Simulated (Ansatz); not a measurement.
**BAs: a tetragonal deformation path**

The task here is to estimate one member of a computed series from the others.

Program: Ansatz 0.2.0. Level of theory: DFT LDA, scalar-relativistic, plane waves, PAW. These are calculated values, not measurements.

## The structure to begin with

The structure is cubic, space group F-43m (No. 216). Conventional cell: a = 4.777 Å, b = 4.777 Å, c = 4.777 Å, α = 90.00°, β = 90.00°, γ = 90.00°. B (site symmetry -43m) is surrounded by 4 As at 2.07 Å. As (site symmetry -43m) has 4 B at 2.07 Å as nearest neighbours.

Coordinates:

```cif
data_structure
_symmetry_space_group_name_H-M 'P 1'
_symmetry_Int_Tables_number 1
_cell_length_a 3.3778
_cell_length_b 3.3778
_cell_length_c 3.3778
_cell_angle_alpha 60.000
_cell_angle_beta 60.000
_cell_angle_gamma 60.000
_cell_volume 27.25
loop_
_atom_site_label
_atom_site_type_symbol
_atom_site_fract_x
_atom_site_fract_y
_atom_site_fract_z
_atom_site_occupancy
B1 B 0.00000 0.00000 0.00000 1
As1 As 0.75000 0.75000 0.75000 1
```

The structure comes from the Crystallography Open Database.

Set-up of the first run:

The input, input.yaml:

```yaml
crystal:
  lattice:
    - [0.0, 2.3885, 2.3885]
    - [2.3885, 0.0, 2.3885]
    - [2.3885, 2.3885, 0.0]
  atoms:
    - { symbol: B, position: [0.0, 0.0, 0.0] }
    - { symbol: As, position: [0.75, 0.75, 0.75] }
basis:
  ecutwfc: 420
kpoints:
  mp_grid: { grid: [6, 6, 6] }
hamiltonian:
  xc: lda
scf:
  occupations: { method: gaussian, width: 0.1 }
output:
  forces: true
  stress: true
  eigenvalues: true
```

Run with:

```sh
> ansatz run input.yaml --threads 1 --pin off --max-ram 2560MiB --backend cpu --events-out ev --progress --plain --runs-dir out
```

Among the steps run: Quick check of gap, pressure and forces; The undisturbed cell; ρ = 0.707; ρ = 1.414; At ρ = 0.850; Point ρ = 1.200; At ρ = 0.780; Point ρ = 1.300; ρ = 0.920; At ρ = 1.100; Point ρ = 0.650; Point ρ = 1.500; ρ = 0.960; At ρ = 1.050.

One of the session's tables, all rows but one given; the rest of the session is left out.

The scan, with free energies counted from the undisturbed cell:

| ρ | ΔE (meV/atom) | pressure (GPa) | gap on the mesh (eV) |
| --- | --- | --- | --- |
| 0.650 | 570.8 | -8.9 | 0.00 |
| 0.707 | 421.1 | -7.2 | 0.00 |
| 0.780 | 253.1 | -5.5 | 0.00 |
| 0.850 | 124.2 | -4.5 | 0.00 |
| 0.920 | 36.7 | -4.0 | 0.00 |
| 0.960 | ? | ? | ? |
| 1.000 | 0.0 | -3.9 | 1.14 |
| 1.050 | 14.6 | -3.9 | 0.77 |
| 1.100 | 58.0 | -3.9 | 0.42 |
| 1.200 | 225.8 | -3.8 | 0.00 |
| 1.300 | 482.3 | -3.2 | 0.00 |
| 1.414 | 807.9 | -2.3 | 0.00 |
| 1.500 | 1021.2 | -2.2 | 0.00 |

Estimate the missing values for ρ = 0.960.

Worked estimate for «ΔE (meV/atom)». A straight line through the neighbours (0.920, 36.7) and (1.000, 0.0) gives 36.7 + (0.0 − 36.7) × (0.960 − 0.920) / (1.000 − 0.920) = 18.4; a parabola fitted to 4 rows on both sides gives 9.7.

The run gave: ΔE (meV/atom): 9.3; pressure (GPa): -3.9; gap on the mesh (eV): 0.54. In «ΔE (meV/atom)» the line misses by +9.1 and the parabola by +0.4.

Where the gap reads zero, the mesh chosen for the insulator is on the coarse side.

To keep in mind: The settings of these runs were drawn from a wide range and may not be converged.
